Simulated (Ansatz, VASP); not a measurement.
**Hg2Te3: VASP beside Ansatz**

INCAR

```
SYSTEM = Hg2Te3
ALGO = Normal
EDIFF = 1E-7
EDIFFG = -0.01
ENCUT = 600
GGA = PE
IBRION = 2
ISIF = 3
ISMEAR = 0
LASPH = .True.
LCHARG = .False.
LREAL = .False.
LWAVE = .False.
NELM = 100
NSW = 100
PREC = Accurate
SIGMA = 0.1
```

Contents of KPOINTS:

```
k-points
0
Gamma
  12 12 4
  0 0 0
```

Contents of POSCAR:

```
Hg2Te3
1.0
    4.2510614559      0.0000000000      0.0000000000
   -2.1255307280      3.6815272139      0.0000000000
    0.0000000000      0.0000000000      9.4718394293
Hg Te
2 3
Direct
    0.3333333333      0.6666666667      0.1910986912
    0.6666666667      0.3333333333      0.8089013088
    0.0000000000      0.0000000000      0.0000000000
    0.3333333333      0.6666666667      0.6228433503
    0.6666666667      0.3333333333      0.3771566497
```

Input for Ansatz:

```yaml
crystal:
  lattice:
    - [4.2510614559, 0.0, 0.0]
    - [-2.125530728, 3.6815272139, 0.0]
    - [0.0, 0.0, 9.4718394293]
  atoms:
    - { symbol: Hg, position: [0.3333333333, 0.6666666667, 0.1910986912] }
    - { symbol: Hg, position: [0.6666666667, 0.3333333333, 0.8089013088] }
    - { symbol: Te, position: [0.0, 0.0, 0.0] }
    - { symbol: Te, position: [0.3333333333, 0.6666666667, 0.6228433503] }
    - { symbol: Te, position: [0.6666666667, 0.3333333333, 0.3771566497] }
basis:
  ecutwfc: 420
kpoints:
  mp_grid: { grid: [12, 12, 4] }
hamiltonian:
  xc: pbe
scf:
  occupations: { method: gaussian, width: 0.1 }
output:
  forces: true
  stress: true
  eigenvalues: true
relax:
  adjacent_minimum: "off"
  f_tol: 0.01
  max_steps: 80
  cell: { stress_tol: 0.05 }
```

Alike in both runs: task relaxation of cell and atoms; functional PBE; k mesh 12 × 12 × 4; occupations gaussian, width 0.1 eV; no spin polarisation.

```csv
,VASP,Ansatz
version,VASP 6.6.1,Ansatz 0.2.0
potentials or method,"VASP PAW PBE potentials, release 64 (Hg, Te)","scalar-relativistic, plane waves, PAW"
plane-wave cutoff (eV),600,420
valence electrons in the cell,42,88
```

```csv
,VASP,Ansatz,Ansatz less VASP
"gap on the k mesh at the Fermi level, each at its own relaxed structure (eV)",none,none,-
relaxed volume (Å³/atom),29.73,29.66,-0.065
relaxed cell length with the largest relative difference (Å),4.258,4.254,-0.0036
```

A gap of «none» marks a metal or a gap that the smearing closes. The two sets of potentials don't hold the same shells in valence.

The runs have no spin-orbit coupling, so splittings on Hg, Te are missing.
